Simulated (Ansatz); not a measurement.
# TiCo (Pm-3m) in Ansatz: a series of runs

One crystal, TiCo, is run at these levels: PBE, LDA; tasks: band structure.

All numbers are computed with Ansatz 0.2.0; they aren't measurements. Logs are shortened: lines on timing, memory, paths and dates and some standing lists are left out, and cuts for length are marked.

## 1. The crystal as given

Symmetry: Pm-3m, No. 221, cubic system. The conventional cell has a = 2.986 Å, b = 2.986 Å, c = 2.986 Å, α = 90.00°, β = 90.00°, γ = 90.00°. Co (site symmetry m-3m) is surrounded by 8 Ti at 2.59 Å. Ti (site symmetry m-3m) is surrounded by 8 Co at 2.59 Å.

The cell comes from a database or a generator and needn't be the stable form of this composition.

## 2. Band structure, PBE, collinear spin, ferromagnetic start

The input, input.yaml:

```yaml
crystal:
  lattice:
    - [2.98611099, 0.0, 0.0]
    - [0.0, 2.98611099, 0.0]
    - [0.0, 0.0, 2.98611099]
  atoms:
    - { symbol: Co, position: [0.5, 0.5, 0.5], spin: 2.0 }
    - { symbol: Ti, position: [0.0, 0.0, 0.0], spin: 1.0 }
hamiltonian:
  xc: pbe
  pseudopotentials: { kind: paw }
magnetization:
  spin_polarized: true
kpoints:
  mp_grid: { grid: [9, 9, 9] }
  band_path:
    path:
      - [[0.0, 0.0, 0.0], [0.0, 0.5, 0.0], [0.5, 0.5, 0.0], [0.0, 0.0, 0.0], [0.5, 0.5, 0.5], [0.0, 0.5, 0.0]]
      - [[0.5, 0.5, 0.0], [0.5, 0.5, 0.5]]
    npoints: 14
scf:
  occupations: { method: fermi_dirac, width: 0.05 }
  n_extra_bands: 6
output:
  forces: true
  stress: true
  eigenvalues: true
  fatbands: false
```

Potentials or basis: Ansatz PAW.

Started as:

```sh
ansatz run input.yaml --threads 2 --pin off --max-ram 5632MiB --backend cpu --events-out ev --progress --plain --runs-dir out
```

What it wrote:

```text
Warning: RAYON_NUM_THREADS=2 ignored (pool sized by the plan → 2); use --threads N
scf.n_extra_bands = 6 over 15 filled bands (N_el = 29.0): the run solves 21 bands
Engine: ansatz 0.2.0, x86_64-unknown-linux-gnu
Pseudopotentials: kind: paw
Pseudopotential: Co, paw, valence charge 17, recommended cutoff 420 eV (normal), Co.paw.azcp
Pseudopotential: Ti, paw, valence charge 12, recommended cutoff 420 eV (normal), Ti.paw.azcp
Functional definition: PBE
  parameter kappa = 0.804
  parameter beta = 0.06672455060314922
  exchange = pbe_x(kappa = kappa, mu = beta*pi^2/3)
  correlation = pbe_c(beta = beta)
Crystal: 2 atoms, lattice volume = 26.627 Å³
Basis set: ecut = 420 eV, 485 PW (Γ), exchange–correlation on 40×40×40 points (8 copies of the dense FFT grid, shifted against one another)
Bands: 21, of which v1, the nominal top of the filled ones, is band 15 counted from 1 (14 counted from 0)
Symmetry: 48 space group operations
Space group: Pm-3m (ITA 221), of the structure as read, at distance tolerance 3.0e-5 Å
Magnetic group: BNS 221.92 (UNI 1594), of the structure as read, at distance tolerance 3.0e-5 Å
k-points: 35 of 729
Non-local potential: Co, projectors of the file, l = 0: 3, l = 1: 2, l = 2: 3, l = 3: 1
Non-local potential: Ti, projectors of the file, l = 0: 3, l = 1: 2, l = 2: 3, l = 3: 1
PAW form: soft (Blöchl's): semilocal exchange-correlation on the pseudo side does not see the compensation charge
PAW one-centre angular grid: Co, 590 points (default); XC on 64 Gauss nodes
PAW one-centre angular grid: Ti, 590 points (default); XC on 64 Gauss nodes
Initial density: superposition of atomic densities (chi_scale 0.1, normalization cell)
Starting moments: Σ|m| = 3 μB on 2 of 2 sites
Initial wavefunctions: pseudopotential atomic-orbital guess
Functional: x = pbe(κ = 0.804, μ = 0.2195149727645171), c = pbe(β = 0.06672455060314922)
SCF iter   1: F=—  HF=-7626.886071 eV  |F-HF|=—  |Δ(HF+E_count)|=         —  Δρ=1.29e-1 (↑1.29e-1 ↓5.91e-2)  dr2=1.84e0  dr2_m=1.86e0  M=0.969 μB ∫|m|=1.162 μB  β_m=0.30  ethr=3.10e-3  ⟨swp⟩=3.9  Hψ=5484  notcnv=0
Mixer restart at iter 1: flushing history
preconditioner: auto → none  [metal: Δε(μ)=0.025 eV  Ē_g=6.244 eV  σ=0.050 eV  W_gap=0.13  n_scr=6 (ndim 8)  ℏωp=25.9 eV  f_vac=0.000  D(μ)=1.96/eV (n_scr^D=26)  sad-step TF]
SCF iter   2: F=—  HF=-7626.117910 eV  |F-HF|=—  |Δ(HF+E_count)|=   7.68e-1  Δρ=7.25e-2 (↑7.25e-2 ↓6.10e-2)  dr2=7.97e-1  dr2_m=9.43e-1  M=0.955 μB ∫|m|=1.140 μB  β_m=0.54  ethr=3.10e-3  ⟨swp⟩=2.7  Hψ=2778  notcnv=0  defer=55
SCF iter   3: F=—  HF=-7626.988125 eV  |F-HF|=—  |Δ(HF+E_count)|=   8.70e-1  Δρ=8.45e-2 (↑8.45e-2 ↓5.54e-2)  dr2=3.60e0  dr2_m=1.25e-1  M=0.859 μB ∫|m|=1.172 μB  β_m=0.41  ethr=2.75e-3  ⟨swp⟩=3.4  Hψ=3262  notcnv=0  defer=55
SCF iter   4: F=—  HF=-7626.539377 eV  |F-HF|=—  |Δ(HF+E_count)|=   4.49e-1  Δρ=1.37e-2 (↑4.41e-3 ↓1.37e-2)  dr2=1.94e-2  dr2_m=1.74e-2  M=0.871 μB ∫|m|=1.102 μB  β_m=0.51  ethr=2.75e-3  ⟨swp⟩=2.5  Hψ=2932  notcnv=0  defer=27
SCF iter   5: F=—  HF=-7626.622142 eV  |F-HF|=—  |Δ(HF+E_count)|=   8.28e-2  Δρ=8.21e-3 (↑2.40e-3 ↓8.21e-3)  dr2=2.02e-2  dr2_m=2.34e-3  M=0.840 μB ∫|m|=1.076 μB  β_m=0.76  ethr=6.70e-5  ⟨swp⟩=2.0  Hψ=2893  notcnv=0  defer=29
SCF iter   6: F=—  HF=-7626.630147 eV  |F-HF|=—  |Δ(HF+E_count)|=   8.01e-3  Δρ=2.36e-3 (↑2.36e-3 ↓1.44e-3)  dr2=2.18e-3  dr2_m=1.15e-4  M=0.821 μB ∫|m|=1.051 μB  β_m=0.78  ethr=6.70e-5  ⟨swp⟩=2.0  Hψ=2356  notcnv=0  defer=29
SCF iter   7: F=—  HF=-7626.630447 eV  |F-HF|=—  |Δ(HF+E_count)|=   3.00e-4  Δρ=1.20e-3 (↑1.20e-3 ↓4.02e-4)  dr2=3.93e-4  dr2_m=4.84e-5  M=0.821 μB ∫|m|=1.047 μB  β_m=0.89  ethr=7.52e-6  ⟨swp⟩=1.2  Hψ=1622  notcnv=0  defer=29
SCF iter   8: F=—  HF=-7626.630439 eV  |F-HF|=—  |Δ(HF+E_count)|=   7.85e-6  Δρ=1.88e-4 (↑1.88e-4 ↓7.22e-5)  dr2=1.68e-5  dr2_m=9.67e-7  M=0.820 μB ∫|m|=1.041 μB  β_m=0.95  ethr=1.35e-6  ⟨swp⟩=1.6  Hψ=1631  notcnv=0  defer=29
SCF iter   9: F=—  HF=-7626.630445 eV  |F-HF|=—  |Δ(HF+E_count)|=   5.80e-6  Δρ=5.80e-5 (↑5.80e-5 ↓2.03e-5)  dr2=1.02e-6  dr2_m=1.04e-7  M=0.820 μB ∫|m|=1.040 μB  β_m=0.96  ethr=5.79e-8  ⟨swp⟩=1.7  Hψ=1722  notcnv=0  defer=29
SCF iter  10: F=—  HF=-7626.630445 eV  |F-HF|=—  |Δ(HF+E_count)|=   7.54e-8  Δρ=1.43e-5 (↑3.96e-6 ↓1.43e-5)  dr2=6.57e-8  dr2_m=7.42e-9  M=0.820 μB ∫|m|=1.040 μB  β_m=0.90  ethr=3.52e-9  ⟨swp⟩=2.0  Hψ=2105  notcnv=0  defer=29
SCF iter  11: F=—  HF=-7626.630445 eV  |F-HF|=—  |Δ(HF+E_count)|=   1.54e-9  Δρ=1.69e-6 (↑1.52e-6 ↓1.69e-6)  dr2=1.33e-9  dr2_m=1.82e-10  M=0.820 μB ∫|m|=1.040 μB  β_m=0.87  ethr=2.26e-10  ⟨swp⟩=2.0  Hψ=1845  notcnv=0  defer=29
SCF iter  12: F=-7626.630445 eV  HF=-7626.630445 eV  |F-HF|=5.78e-9  |Δ(HF+E_count)|=  5.03e-10  Δρ=3.64e-6 (↑1.89e-6 ↓3.64e-6)  dr2=6.79e-9  dr2_m=1.97e-10  M=0.820 μB ∫|m|=1.040 μB  ethr=4.57e-12  ⟨swp⟩=3.5  Hψ=4573  notcnv=0
SCF 1 converged in 12 iterations: F = -7626.630445 eV  dr2 = 6.79e-9
NSCF: frozen V_eff on 86 k-points
SCF converged after 12 iterations
Magnetization: 0.8198 μB (14.9099 up, 14.0901 down)
Absolute magnetization: 1.0457 μB (∫|ρ↑−ρ↓|, with the PAW one-centre terms)
Spin contamination: 0.0724 ħ² per cell (⟨S²⟩ above its minimum at these occupations)
Per-site moments (μB) at R_I (Å): [(0.922830012309823, 1.0667447900422087), (-0.029777034375317393, 1.0667447900422087)]
Free energy (F): -7626.630445 eV
Harris-Foulkes:  -7626.630445 eV  (|F-HF|=5.78e-9)
Internal energy: -7626.613624 eV  (E = F + TS)
E sigma→0 (E₀):  -7626.622034 eV
Entropy (-TS):   -0.016821 eV (-8.410 meV/atom)
Fermi energy:    16.674232 eV
--- Per-component energies (eV) ---
  E_band       = -404.830431
  E_kinetic    = 729.229436
  E_local      = -3883.492859  (includes V_loc(G=0)·N_el)
  E_nonlocal   = 459.902710
  E_hartree    = 1639.240049
  E_xc         = -257.665946
  E_vxc        = -328.712072  (∫ρ·V_xc dr)
  E_paw        = -2562.777749  (= ΣΔE_a)
  E_vpaw       = -660.232487  (= ΣTr[D̂ρ^β])
  E_aug_tail   = 0.000175  (compensation charges beyond the density's cutoff)
  E_ewald      = -3751.049440
  E_smearing   = -0.016821  (= −TS)
  E_closure    = -0.000000  (closes the sum)
  Σ components = -7626.630445   (vs F -7626.630445, Δ=0.00e0)
--- Forces (eV/Å), atoms counted from 1 ---
  atom   1  Co     0.00000000     0.00000000     0.00000000
  atom   2  Ti    -0.00000000     0.00000000     0.00000000
  max |Σ_I F_I| component: 2.61e-28 eV/Å
--- Stress (GPa, compression-positive) ---
       -0.541229       0.000000       0.000000
       -0.000000      -0.541229       0.000000
        0.000000      -0.000000      -0.541229
  P = ⅓ Tr σ = -0.5412 GPa (-5.412 kbar)
--- Band table (eV; the first three rows and the last of 70) ---
  k-point 0 ↑: bands = ["-79.0634", "-42.3265", "-42.3265", "-42.3265", "-40.4357", "-16.5452", "-16.5452", "-16.5452", "8.9377", "12.4707", "12.4707", "14.7885", "14.7885", "14.7885", "17.1525", "17.1525", "19.3431", "19.3431", "19.3431", "25.5139", "25.5139"]
  k-point 1 ↑: bands = ["-79.0633", "-42.3304", "-42.3263", "-42.3263", "-40.4306", "-16.5811", "-16.5427", "-16.5427", "9.1813", "12.5664", "12.5761", "14.7705", "14.7705", "14.8269", "17.0472", "17.1917", "19.0263", "19.0263", "19.2954", "24.4298", "26.0739"]
  k-point 2 ↑: bands = ["-79.0629", "-42.3401", "-42.3257", "-42.3257", "-40.4179", "-16.6712", "-16.5362", "-16.5362", "9.8793", "12.8330", "12.8343", "14.7300", "14.7300", "14.9279", "16.7530", "17.2071", "18.3579", "18.3579", "19.1706", "22.5022", "27.4759"]
  k-point 34 ↓: bands = ["-77.9676", "-41.2782", "-41.2781", "-41.2781", "-40.3634", "-16.7836", "-16.7835", "-16.7835", "14.1294", "14.2886", "14.2886", "14.5550", "14.6043", "14.6043", "16.7429", "16.7429", "19.6504", "19.6504", "23.5148", "24.1423", "24.7613"]
```

Run time: 2.8 s. Hardware: 2 threads of Intel Xeon Platinum 8488C (Sapphire Rapids), shared host; peak memory 0.37 GiB.

What came out:

- Free energy: -7626.6304 eV
- Pressure: -0.5 GPa
- Band gap on the k mesh: none (metal or under the smearing width)
- Net moment: 0.82 μB per cell
- Absolute moment: 1.05 μB per cell
- Site moments: Co +0.92; Ti -0.03 μB

Levels at the corners of the path, in eV from the Fermi level:
Spin up:
```csv
point,band 12,band 13,band 14,band 15,band 16,band 17,band 18,band 19
Γ,-1.89,-1.89,-1.89,0.48,0.48,2.67,2.67,2.67
X,-2.00,-2.00,-1.53,-0.71,-0.63,0.65,0.65,2.23
M,-2.75,-1.51,-0.79,0.57,0.57,1.10,2.45,2.45
Γ,-1.89,-1.89,-1.89,0.48,0.48,2.67,2.67,2.67
R,-2.12,-2.12,-2.12,-1.48,-1.48,3.20,3.20,6.81
X,-2.00,-2.00,-1.53,-0.71,-0.63,0.65,0.65,2.23
M,-2.75,-1.51,-0.79,0.57,0.57,1.10,2.45,2.45
R,-2.12,-2.12,-2.12,-1.48,-1.48,3.20,3.20,6.81
```
Spin down:
```
point  band 12  band 13  band 14  band 15  band 16  band 17
    Γ    -1.35    -1.35    -1.35     1.02     1.02     2.76
    X    -1.43    -1.43    -0.91    -0.83     0.57     0.65
    M    -2.32    -0.02     0.27     0.53     0.53     1.25
    Γ    -1.35    -1.35    -1.35     1.02     1.02     2.76
    R    -2.13    -2.13    -2.13     0.01     0.01     3.13
    X    -1.43    -1.43    -0.91    -0.83     0.57     0.65
    M    -2.32    -0.02     0.27     0.53     0.53     1.25
    R    -2.13    -2.13    -2.13     0.01     0.01     3.13
```

## 3. Band structure, LDA, collinear spin, ferromagnetic start

input.yaml, as its differences from that of step 2:

```diff
@@ -9,3 +9,3 @@
 hamiltonian:
-  xc: pbe
+  xc: lda
   pseudopotentials: { kind: paw }
```

Potentials or basis: Ansatz PAW.

Started as:

```sh
ansatz run input.yaml --threads 2 --pin off --max-ram 5632MiB --backend cpu --events-out ev --progress --plain --runs-dir out
```

What it wrote:

```text
Warning: RAYON_NUM_THREADS=2 ignored (pool sized by the plan → 2); use --threads N
scf.n_extra_bands = 6 over 15 filled bands (N_el = 29.0): the run solves 21 bands
Engine: ansatz 0.2.0, x86_64-unknown-linux-gnu
Pseudopotentials: kind: paw
Pseudopotential: Co, paw, valence charge 17, recommended cutoff 420 eV (normal), Co.paw.azcp
Pseudopotential: Ti, paw, valence charge 12, recommended cutoff 420 eV (normal), Ti.paw.azcp
Functional definition: SPW92
  exchange = slater_x
  correlation = pw_c
Crystal: 2 atoms, lattice volume = 26.627 Å³
Basis set: ecut = 420 eV, 485 PW (Γ)
Bands: 21, of which v1, the nominal top of the filled ones, is band 15 counted from 1 (14 counted from 0)
Symmetry: 48 space group operations
[... 54 lines left out ...]
  E_ewald      = -3751.049440
  E_core_change = 0.744201  (= ΣΔE_core)
  E_smearing   = -0.018882  (= −TS)
  E_closure    = -0.000000  (closes the sum)
  Σ components = -7513.870466   (vs F -7513.870466, Δ=0.00e0)
--- Forces (eV/Å), atoms counted from 1 ---
  atom   1  Co     0.00000000    -0.00000000     0.00000000
  atom   2  Ti    -0.00000000    -0.00000000    -0.00000000
  max |Σ_I F_I| component: 6.10e-29 eV/Å
--- Stress (GPa, compression-positive) ---
      -14.704131       0.000000       0.000000
        0.000000     -14.704131       0.000000
        0.000000       0.000000     -14.704131
  P = ⅓ Tr σ = -14.7041 GPa (-147.041 kbar)
--- Band table (eV; the first three rows and the last of 70) ---
  k-point 0 ↑: bands = ["-78.2625", "-41.9419", "-41.9419", "-41.9419", "-40.2957", "-16.7032", "-16.7032", "-16.7032", "8.6029", "12.3159", "12.3159", "14.6103", "14.6103", "14.6103", "16.8826", "16.8826", "18.9582", "18.9582", "18.9582", "25.1438", "25.1438"]
  k-point 1 ↑: bands = ["-78.2623", "-41.9463", "-41.9417", "-41.9417", "-40.2901", "-16.7402", "-16.7006", "-16.7006", "8.8470", "12.4195", "12.4249", "14.5938", "14.5938", "14.6522", "16.7653", "16.9265", "18.6372", "18.6372", "18.9063", "24.0678", "25.7062"]
  k-point 2 ↑: bands = ["-78.2619", "-41.9571", "-41.9410", "-41.9410", "-40.2761", "-16.8331", "-16.6941", "-16.6941", "9.5467", "12.6848", "12.7137", "14.5577", "14.5577", "14.7632", "16.4344", "16.9692", "17.9585", "17.9585", "18.7700", "22.1308", "27.1130"]
  k-point 34 ↓: bands = ["-77.6614", "-41.3822", "-41.3820", "-41.3820", "-40.2170", "-16.9432", "-16.9431", "-16.9431", "13.7710", "13.9409", "13.9409", "14.2116", "14.2325", "14.2325", "16.0426", "16.0426", "19.2202", "19.2202", "23.1599", "23.6995", "24.4833"]
```

Wall time 2.6 s (2 threads of Intel Xeon Platinum 8488C (Sapphire Rapids), shared host); peak memory 0.4 GiB.

What came out:

- Free energy: -7513.8705 eV
- Pressure: -14.7 GPa
- Band gap on the k mesh: none (metal or under the smearing width)
- Net moment: 0.49 μB per cell
- Absolute moment: 0.58 μB per cell
- Site moments: Co +0.53; Ti -0.02 μB

Levels at the corners of the path, in eV from the Fermi level:
Spin up:
```tsv
point	band 13	band 14	band 15	band 16	band 17	band 18
Γ	-1.66	-1.66	0.62	0.62	2.69	2.69
X	-1.75	-1.26	-0.78	-0.23	0.63	0.63
M	-1.00	-0.45	0.66	0.66	1.15	2.52
Γ	-1.66	-1.66	0.62	0.62	2.69	2.69
R	-2.10	-2.10	-0.97	-0.97	3.13	3.13
X	-1.75	-1.26	-0.78	-0.23	0.63	0.63
M	-1.00	-0.45	0.66	0.66	1.15	2.52
R	-2.10	-2.10	-0.97	-0.97	3.13	3.13
```
Spin down:
| point | band 12 | band 13 | band 14 | band 15 | band 16 | band 17 |
| --- | --- | --- | --- | --- | --- | --- |
| Γ | -1.31 | -1.31 | -1.31 | 0.88 | 0.88 | 2.74 |
| X | -1.37 | -1.37 | -0.85 | -0.81 | 0.32 | 0.62 |
| M | -2.29 | -0.33 | 0.04 | 0.68 | 0.68 | 1.27 |
| Γ | -1.31 | -1.31 | -1.31 | 0.88 | 0.88 | 2.74 |
| R | -2.10 | -2.10 | -2.10 | -0.29 | -0.29 | 3.10 |
| X | -1.37 | -1.37 | -0.85 | -0.81 | 0.32 | 0.62 |
| M | -2.29 | -0.33 | 0.04 | 0.68 | 0.68 | 1.27 |
| R | -2.10 | -2.10 | -2.10 | -0.29 | -0.29 | 3.10 |

Caveat: the PAW data sets come from PBE, with cores solved anew for the run's functional, which leaves a small shift of forces and pressure.
